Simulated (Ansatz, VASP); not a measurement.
Li4S5 in VASP and in Ansatz

```
CELL_PARAMETERS angstrom
3.39037 0.00000 0.00000
-1.69519 2.93615 0.00000
0.00000 0.00000 16.64947
ATOMIC_POSITIONS crystal
Li 0.00000 0.00000 0.13814
Li 0.33333 0.66667 0.36969
Li 0.66667 0.33333 0.55650
Li 0.33333 0.66667 0.90660
S 0.00000 0.00000 0.00000
S 0.00000 0.00000 0.27629
S 0.00000 0.00000 0.46309
S 0.33333 0.66667 0.64990
S 0.00000 0.00000 0.81319
```

Alike in both runs: task relaxation of cell and atoms; functional PBE; dispersion D3(BJ); k mesh 6 × 6 × 1; occupations gaussian, width 0.1 eV; no spin polarisation.

|  | VASP | Ansatz |
| --- | --- | --- |
| version | VASP 6.6.1 | Ansatz 0.2.0 |
| potentials or method | VASP PAW PBE potentials, release 64 (Li_sv, S) | scalar-relativistic, plane waves, PAW |
| plane-wave cutoff (eV) | 600 | 420 |
| valence electrons in the cell | 42 | 42 |

```tsv
	VASP	Ansatz	Ansatz less VASP
gap on the k mesh at the Fermi level, each at its own relaxed structure (eV)	none	none	-
relaxed volume (Å³/atom)	15.76	15.80	+0.043
relaxed cell length with the largest relative difference (Å)	3.156	3.161	+0.0049
energy change over the relaxation (meV/atom)	-187	-185	+2.0
```

A gap of «none» marks a metal or a gap that the smearing closes.

Caveats: the k mesh is coarse (spacing up to 0.38 Å⁻¹), so the values aren't converged; the cutoff is under 1.25 times the usual one of these potentials, so pressure, stress and relaxed cells hold a basis-set (Pulay) error (VASP); pairwise dispersion overbinds metals, which lowers pressure and volume.
